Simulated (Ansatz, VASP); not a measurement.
# ZnO (zincite): VASP beside Ansatz

```xyz
4
Lattice="3.2493 0.0000 0.0000 -1.6247 2.8140 0.0000 0.0000 0.0000 5.2057" Properties=species:S:1:pos:R:3 pbc="T T T"
Zn    1.6247    0.9380    0.0000
Zn    0.0000    1.8760    2.6029
O     0.0000    1.8760    4.5759
O     1.6247    0.9380    1.9730
```

Alike in both runs: task single point; functional PBE; k mesh 9 × 9 × 5; occupations fermi-dirac, width 0.05 eV; no spin polarisation.

|  | VASP | Ansatz |
| --- | --- | --- |
| version | VASP 6.6.1 | Ansatz 0.2.0 |
| potentials or method | VASP PAW PBE potentials, release 64 (Zn, O) | Ansatz PAW |
| plane-wave cutoff (eV) | 520 | 420 |
| valence electrons in the cell | 36 | 36 |

VASP gave:

* gap on the k mesh at the Fermi level (eV): 0.79
* least direct gap on the mesh (eV): 0.79
* pressure (GPa): 6.0
* largest component of the traceless stress (GPa): 1.17
* rms of the force components (eV/Å): 0.043

Question: Estimate Ansatz's values.

Answer: gap on the k mesh at the Fermi level (eV): 0.80; least direct gap on the mesh (eV): 0.80; pressure (GPa): 4.9; largest component of the traceless stress (GPa): 1.14; rms of the force components (eV/Å): 0.040.

Atom by atom the forces differ by 0.002 eV/Å (rms over components). The functional is the same, so the differences come from potentials, cutoffs and numerics.

Caveats: odd divisions of the mesh miss points on the zone boundary, where band edges often lie, so the gap on the mesh can be too wide (Ansatz); the pressure holds a Pulay correction of +0.7 GPa for the finite cutoff (Ansatz). PBE gaps usually lie below the measured ones, often by a third to a half.
